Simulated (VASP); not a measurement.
Wanted: the native input for a VASP 6.6.1 run.

- Task: single point
- Functional: PBE
- Potentials or basis: VASP PAW PBE potentials, release 64 (C)
- Cutoff: 520 eV
- k mesh: 14 × 14 × 14
- Occupations: gaussian, width 1 eV
- Spin: no spin polarisation
- Further INCAR settings: ALGO = Fast; EDIFF = 1e-07

The structure of C lies in POSCAR:

```
C                                       
1.0
    0.0000000000      1.8217540977      1.8217540977
    1.8217540977      0.0000000000      1.8217540977
    1.8217540977      1.8217540977      0.0000000000
  C             
     2
Direct
     0.0000000000000000    0.0000000000000000    0.0000000000000000
     0.2500000000000000    0.2500000000000000    0.2500000000000000
```

This isn't the form of C at room conditions, which is graphite.

The cell isn't the ideal one: a relaxed cell with its volume scaled by 1.06.

These files were run (other wordings do the same):

INCAR

```
SYSTEM = C
  ALGO = Fast
  EDIFF = 1E-7
  ENCUT = 520
  GGA = PE
  ISIF = 2
  ISMEAR = 0
  LASPH = .TRUE.
  LCHARG = .FALSE.
  LREAL = .FALSE.
  LWAVE = .FALSE.
  NELM = 80
  PREC = Accurate
  SIGMA = 1.0
```

KPOINTS

```
k-points
0
G
  14 14 14
  0 0 0
```

Potentials or basis: VASP PAW PBE potentials, release 64 (C).

Command:

```sh
$ cat potpaw_PBE.64/C/POTCAR > POTCAR
$ mpirun -np 1 vasp_std > vasp.out
```

It gave:

```yaml
Pressure: -22.7 GPa
Band_gap_on_the_k_mesh: 3.99 eV, indirect (least direct gap 5.41 eV)
```

Run time: 8 s on 1 thread of Intel(R) Xeon(R) Platinum 8488C (Sapphire Rapids), on a shared host, peak memory 0.12 GiB.
